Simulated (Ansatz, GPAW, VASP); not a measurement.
InAs: 3 runs at one level of theory

```
In As
1.0
     0.00000    3.01800    3.01800
     3.01800    0.00000    3.01800
     3.01800    3.01800    0.00000
In As
1 1
Direct
  0.00000 0.00000 0.00000
  0.75000 0.75000 0.75000
```

Alike in all runs: task single point; functional PBE; k mesh 8 × 8 × 8; occupations gaussian, width 0.012 eV; no spin polarisation; no spin-orbit coupling. A missing gap at this level doesn't show that the real crystal is a metal. Pressure is positive in compression and, in plane waves, holds the error of the finite cutoff.

```json
{"program and potentials": "Ansatz, all-electron LAPW, scalar-relativistic", "plane-wave cutoff (eV)": "-", "notes": "-", "band gap (eV)": "no gap", "pressure (GPa)": "4.30"}
{"program and potentials": "GPAW, GPAW PAW data sets (gpaw-data 1.2.1)", "plane-wave cutoff (eV)": "600", "notes": "-", "band gap (eV)": "no gap", "pressure (GPa)": "4.04"}
{"program and potentials": "VASP, PBE PAW files As, In_d, 520 eV", "plane-wave cutoff (eV)": "520", "notes": "-", "band gap (eV)": "no gap", "pressure (GPa)": "4.43"}
```

None finds a gap. The pressure spans 4.04 (GPAW, GPAW PAW data sets (gpaw-data 1.2.1)) to 4.43 GPa (VASP, PBE PAW files As, In_d, 520 eV), with all-electron results at 4.30.

The functional is the same throughout but for its coding, so the spread measures potentials, basis and numerics; runs on potential files found faulty are left out.
